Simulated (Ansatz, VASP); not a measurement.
**One calculation of MnO, two programs**

The input INCAR:

```
SYSTEM = MnO
  PREC = Accurate
  ENCUT = 520
  EDIFF = 1E-7
  ISMEAR = -1
  SIGMA = 0.05
  LREAL = .False.
  LASPH = .True.
  NELM = 150
  ALGO = Normal
  ISIF = 2
  LWAVE = .False.
  LCHARG = .False.
  ISPIN = 2
  MAGMOM = 4 0
  LORBIT = 11
  LMAXMIX = 4
  GGA = PS
  NBANDS = 20
```

File KPOINTS:

```
regular mesh
0
Gamma
  7 7 7
  0 0 0
```

File POSCAR:

```
MnO
1.0
    2.9712935166     -1.7169813801      0.0000000000
    2.9712935166      1.7169813801      0.0000000000
   -1.9846287531      0.0000000000      2.8103092467
Mn O
1 1
Direct
    0.5001990000      0.5001990000      0.5006650000
    0.7498025000      0.7498025000      0.2493360000
```

Contents of KPOINTS_OPT:

```
path XGY,LGZ,NGM,RG
10
line-mode
reciprocal
 0.0000000000  0.0000000000 -0.5000000000  X
 0.0000000000  0.0000000000  0.0000000000  G

 0.0000000000  0.0000000000  0.0000000000  G
 0.5000000000  0.0000000000  0.0000000000  Y

 0.5000000000  0.0000000000 -0.5000000000  L
 0.0000000000  0.0000000000  0.0000000000  G

 0.0000000000  0.0000000000  0.0000000000  G
-0.5000000000 -0.5000000000  0.5000000000  Z

-0.5000000000 -0.5000000000  0.0000000000  N
 0.0000000000  0.0000000000  0.0000000000  G

 0.0000000000  0.0000000000  0.0000000000  G
 0.0000000000 -0.5000000000  0.5000000000  M

 0.0000000000 -0.5000000000  0.0000000000  R
 0.0000000000  0.0000000000  0.0000000000  G
```

File input.yaml:

```yaml
crystal:
  lattice:
    - [2.9712935166, -1.7169813801, 0.0]
    - [2.9712935166, 1.7169813801, 0.0]
    - [-1.9846287531, 0.0, 2.8103092467]
  atoms:
    - { symbol: Mn, position: [0.500199, 0.500199, 0.500665], spin: 4.0 }
    - { symbol: O, position: [0.7498025, 0.7498025, 0.249336] }
hamiltonian:
  xc: pbesol
  pseudopotentials: { kind: paw }
magnetization:
  spin_polarized: true
kpoints:
  mp_grid: { grid: [7, 7, 7] }
  band_path:
    path:
      - [[0.0, 0.0, -0.5], [0.0, 0.0, 0.0], [0.5, 0.0, 0.0]]
      - [[0.5, 0.0, -0.5], [0.0, 0.0, 0.0], [-0.5, -0.5, 0.5]]
      - [[-0.5, -0.5, 0.0], [0.0, 0.0, 0.0], [0.0, -0.5, 0.5]]
      - [[0.0, -0.5, 0.0], [0.0, 0.0, 0.0]]
    npoints: 14
scf:
  occupations: { method: fermi_dirac, width: 0.05 }
  n_extra_bands: 6
output:
  forces: true
  stress: true
  eigenvalues: true
  fatbands: true
```

The cell comes from a database or a generator and needn't be the stable form of this composition.

Alike in both runs: task band structure; functional PBEsol; k mesh 7 × 7 × 7; occupations fermi-dirac, width 0.05 eV; collinear spin, ferromagnetic start.

|  | VASP | Ansatz |
| --- | --- | --- |
| version | VASP 6.6.1 | Ansatz 0.2.0 |
| potentials or method | VASP PAW PBE potentials, release 64 (Mn_pv, O) | Ansatz PAW |
| plane-wave cutoff (eV) | 520 | 420 |
| valence electrons in the cell | 19 | 21 |

```tsv
	VASP	Ansatz	Ansatz less VASP
gap on the k mesh at the Fermi level (eV)	none	none	-
pressure (GPa)	-8.1	-8.4	-0.30
largest component of the traceless stress (GPa)	0.14	0.13	-0.001
net moment per atom (μB)	2.50	2.50	0.000
size of the moment on the site where the two differ most (μB)	4.43	4.00	-0.425
```

Site moments also hang on the region over which each program counts them. A gap of «none» marks a metal or a gap that the smearing closes. The two sets of potentials don't hold the same shells in valence.

Caveats: a cell with one magnetic atom can't hold antiferromagnetic order, which such compounds often take; semilocal functionals often make such compounds metallic where correlation or magnetic order opens a gap, which also shifts bond lengths; the PAW data sets were made with another functional, which shifts forces and pressure a little (VASP); the pressure holds a Pulay correction of +0.5 GPa for the finite cutoff (Ansatz); the PAW data sets come from PBE, with cores solved anew for the run's functional, which leaves a small shift of forces and pressure (Ansatz).
